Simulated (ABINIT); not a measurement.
FeO:

```
Fe O
1.0
     1.51768    0.87623    2.51579
    -1.51768    0.87623    2.51579
     0.00000   -1.75247    2.51579
Fe O
1 1
Direct
  0.00000 0.00000 0.00000
  0.50000 0.50000 0.50000
```

* Program: ABINIT 10.8.3 (patched build)
* Task: relaxation of cell and atoms
* Functional: PBE
* Dispersion: D3(BJ)
* Potentials or basis: Ansatz PAW PBE default generated set, frozen core
* Cutoff: 435 eV
* k mesh: 8 × 8 × 8
* Occupations: fermi-dirac, width 0.05 eV
* Spin: collinear spin, ferromagnetic start
* Starting moments: [3.0, 0.0] μB
* Hubbard terms: Fe d U = 3 eV

At the start: pressure -3.5 GPa; volume 10.04 Å³/atom.

Q: How do energy, volume and symmetry change on relaxing?

A: Over 6 steps the energy falls by 2.5 meV/atom and the volume is 9.84 Å³/atom (-1.9 %); space group Fm-3m (No. 225, to 0.05 Å); moment 4.00 μB per cell.

The path:
| step | energy change (eV) | largest force (eV/Å) | pressure (GPa) | volume (Å³) |
| --- | --- | --- | --- | --- |
| 1 | 0.0000 | 0.0000 | -3.51 | 20.07 |
| 2 | -0.0035 | 0.0000 | -1.63 | 19.86 |
| 3 | -0.0045 | 0.0000 | 0.09 | 19.67 |
| 4 | -0.0046 | 0.0000 | 0.08 | 19.68 |
| 5 | -0.0049 | 0.0000 | 0.01 | 19.68 |
| 6 | -0.0049 | 0.0000 | 0.00 | 19.68 |

Final structure:
```yaml
crystal:
  lattice:
    - [1.51532, 0.87487, 2.47458]
    - [-1.51532, 0.87487, 2.47458]
    - [0.00000, -1.74974, 2.47458]
  atoms:
    - { symbol: Fe, position: [0.00000, 0.00000, 0.00000] }
    - { symbol: O, position: [0.50000, 0.50000, 0.50000] }
```

Caveat: a cell with one magnetic atom can't hold antiferromagnetic order, which such compounds often take; pairwise dispersion overbinds metals, which lowers pressure and volume; the atomic spheres overlap.
